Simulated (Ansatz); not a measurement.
# Cd26Te27: the cost of one run

Computed with Ansatz 0.2.0 (DFT, PBE, plane-wave PAW, default files, scalar-relativistic, as far as a step names no other, unless a step's input says otherwise).

The COD entry's cell or inner coordinates are ideal or old and differ from later refinements, so a difference from it is no clean test against experiment.

## (1) The structure to begin with

The structure is cubic, space group F-43m (No. 216). Conventional cell: a = 19.230 Å, b = 19.230 Å, c = 19.230 Å, α = 90.00°, β = 90.00°, γ = 90.00°. Around Cd (site symmetry m) lie 4 Te at 2.78 Å. Cd (site symmetry 3m) has 4 Te at 2.78 Å in its first shell of neighbours. Cd (site symmetry 2mm) has 4 Te at 2.78 Å in its first shell of neighbours. Around Te (site symmetry 3m) lie 3 Cd at 2.78 Å. Te (site symmetry 2mm) has 4 Cd at 2.78 Å in its first shell of neighbours. Around Te (site symmetry m) lie 4 Cd at 2.78 Å. Te (site symmetry 3m) is surrounded by 4 Cd at 2.78 Å. Only part of the 9 independent sites is listed.

As a file:

```
Cd Te
1.0
     0.00000    9.61500    9.61500
     9.61500    0.00000    9.61500
     9.61500    9.61500    0.00000
Cd Te
26 27
Direct
  0.00000 0.00000 0.33333
  0.00000 0.00000 0.66667
  0.00000 0.33333 0.00000
  0.00000 0.33333 0.33333
  0.00000 0.33333 0.66667
  0.00000 0.66667 0.00000
  0.00000 0.66667 0.33333
  0.00000 0.66667 0.66667
  0.33333 0.00000 0.00000
  0.33333 0.00000 0.33333
  0.33333 0.00000 0.66667
  0.33333 0.33333 0.00000
  0.33333 0.33333 0.33333
  0.33333 0.33333 0.66667
  0.33333 0.66667 0.00000
  0.33333 0.66667 0.33333
  0.33333 0.66667 0.66667
  0.66667 0.00000 0.00000
  0.66667 0.00000 0.33333
  0.66667 0.00000 0.66667
  0.66667 0.33333 0.00000
  0.66667 0.33333 0.33333
  0.66667 0.33333 0.66667
  0.66667 0.66667 0.00000
  0.66667 0.66667 0.33333
  0.66667 0.66667 0.66667
  0.08333 0.08333 0.08333
  0.08333 0.08333 0.41667
  0.08333 0.08333 0.75000
  0.08333 0.41667 0.08333
  0.08333 0.41667 0.41667
  0.08333 0.41667 0.75000
  0.08333 0.75000 0.08333
  0.08333 0.75000 0.41667
  0.08333 0.75000 0.75000
  0.41667 0.08333 0.08333
  0.41667 0.08333 0.41667
  0.41667 0.08333 0.75000
  0.41667 0.41667 0.08333
  0.41667 0.41667 0.41667
  0.41667 0.41667 0.75000
  0.41667 0.75000 0.08333
  0.41667 0.75000 0.41667
  0.41667 0.75000 0.75000
  0.75000 0.08333 0.08333
  0.75000 0.08333 0.41667
  0.75000 0.08333 0.75000
  0.75000 0.41667 0.08333
  0.75000 0.41667 0.41667
  0.75000 0.41667 0.75000
  0.75000 0.75000 0.08333
  0.75000 0.75000 0.41667
  0.75000 0.75000 0.75000
```

The vacant site is at (0.000, 0.000, 0.000) in fractional coordinates of the input's cell.

## (2) Single point at the given positions

Input file input.yaml:

```yaml
crystal:
  lattice:
    - [0.0, 9.615, 9.615]
    - [9.615, 0.0, 9.615]
    - [9.615, 9.615, 0.0]
  atoms:
    - { symbol: Cd, position: [0.0, 0.0, 0.3333333333] }
    - { symbol: Cd, position: [0.0, 0.0, 0.6666666667] }
    - { symbol: Cd, position: [0.0, 0.3333333333, 0.0] }
    - { symbol: Cd, position: [0.0, 0.3333333333, 0.3333333333] }
    - { symbol: Cd, position: [0.0, 0.3333333333, 0.6666666667] }
    - { symbol: Cd, position: [0.0, 0.6666666667, 0.0] }
    - { symbol: Cd, position: [0.0, 0.6666666667, 0.3333333333] }
    - { symbol: Cd, position: [0.0, 0.6666666667, 0.6666666667] }
    - { symbol: Cd, position: [0.3333333333, 0.0, 0.0] }
    - { symbol: Cd, position: [0.3333333333, 0.0, 0.3333333333] }
    - { symbol: Cd, position: [0.3333333333, 0.0, 0.6666666667] }
    - { symbol: Cd, position: [0.3333333333, 0.3333333333, 0.0] }
    - { symbol: Cd, position: [0.3333333333, 0.3333333333, 0.3333333333] }
    - { symbol: Cd, position: [0.3333333333, 0.3333333333, 0.6666666667] }
    - { symbol: Cd, position: [0.3333333333, 0.6666666667, 0.0] }
    - { symbol: Cd, position: [0.3333333333, 0.6666666667, 0.3333333333] }
    - { symbol: Cd, position: [0.3333333333, 0.6666666667, 0.6666666667] }
    - { symbol: Cd, position: [0.6666666667, 0.0, 0.0] }
    - { symbol: Cd, position: [0.6666666667, 0.0, 0.3333333333] }
    - { symbol: Cd, position: [0.6666666667, 0.0, 0.6666666667] }
    - { symbol: Cd, position: [0.6666666667, 0.3333333333, 0.0] }
    - { symbol: Cd, position: [0.6666666667, 0.3333333333, 0.3333333333] }
    - { symbol: Cd, position: [0.6666666667, 0.3333333333, 0.6666666667] }
    - { symbol: Cd, position: [0.6666666667, 0.6666666667, 0.0] }
    - { symbol: Cd, position: [0.6666666667, 0.6666666667, 0.3333333333] }
    - { symbol: Cd, position: [0.6666666667, 0.6666666667, 0.6666666667] }
    - { symbol: Te, position: [0.0833333333, 0.0833333333, 0.0833333333] }
    - { symbol: Te, position: [0.0833333333, 0.0833333333, 0.4166666667] }
    - { symbol: Te, position: [0.0833333333, 0.0833333333, 0.75] }
    - { symbol: Te, position: [0.0833333333, 0.4166666667, 0.0833333333] }
    - { symbol: Te, position: [0.0833333333, 0.4166666667, 0.4166666667] }
    - { symbol: Te, position: [0.0833333333, 0.4166666667, 0.75] }
    - { symbol: Te, position: [0.0833333333, 0.75, 0.0833333333] }
    - { symbol: Te, position: [0.0833333333, 0.75, 0.4166666667] }
    - { symbol: Te, position: [0.0833333333, 0.75, 0.75] }
    - { symbol: Te, position: [0.4166666667, 0.0833333333, 0.0833333333] }
    - { symbol: Te, position: [0.4166666667, 0.0833333333, 0.4166666667] }
    - { symbol: Te, position: [0.4166666667, 0.0833333333, 0.75] }
    - { symbol: Te, position: [0.4166666667, 0.4166666667, 0.0833333333] }
    - { symbol: Te, position: [0.4166666667, 0.4166666667, 0.4166666667] }
    - { symbol: Te, position: [0.4166666667, 0.4166666667, 0.75] }
    - { symbol: Te, position: [0.4166666667, 0.75, 0.0833333333] }
    - { symbol: Te, position: [0.4166666667, 0.75, 0.4166666667] }
    - { symbol: Te, position: [0.4166666667, 0.75, 0.75] }
    - { symbol: Te, position: [0.75, 0.0833333333, 0.0833333333] }
    - { symbol: Te, position: [0.75, 0.0833333333, 0.4166666667] }
    - { symbol: Te, position: [0.75, 0.0833333333, 0.75] }
    - { symbol: Te, position: [0.75, 0.4166666667, 0.0833333333] }
    - { symbol: Te, position: [0.75, 0.4166666667, 0.4166666667] }
    - { symbol: Te, position: [0.75, 0.4166666667, 0.75] }
    - { symbol: Te, position: [0.75, 0.75, 0.0833333333] }
    - { symbol: Te, position: [0.75, 0.75, 0.4166666667] }
    - { symbol: Te, position: [0.75, 0.75, 0.75] }
total_charge: -2
kpoints:
  mp_grid: { grid: [2, 2, 2] }
scf:
  occupations: { method: fermi_dirac, width: 0.01 }
hamiltonian:
  xc: pbe
  pseudopotentials: { kind: paw }
output:
  forces: true
  stress: true
  populations: true
  efg: { contact_densities: true }
```

The run is started by

```console
$ ansatz run input.yaml --threads 4 --pin off --max-ram 10240MiB --backend cpu --events-out ev --progress --plain --runs-dir out
```

What time and memory should one allow on 4 threads of Arm Neoverse V1, shared host?

About 2.4 min, with a peak of 5.8 GiB.
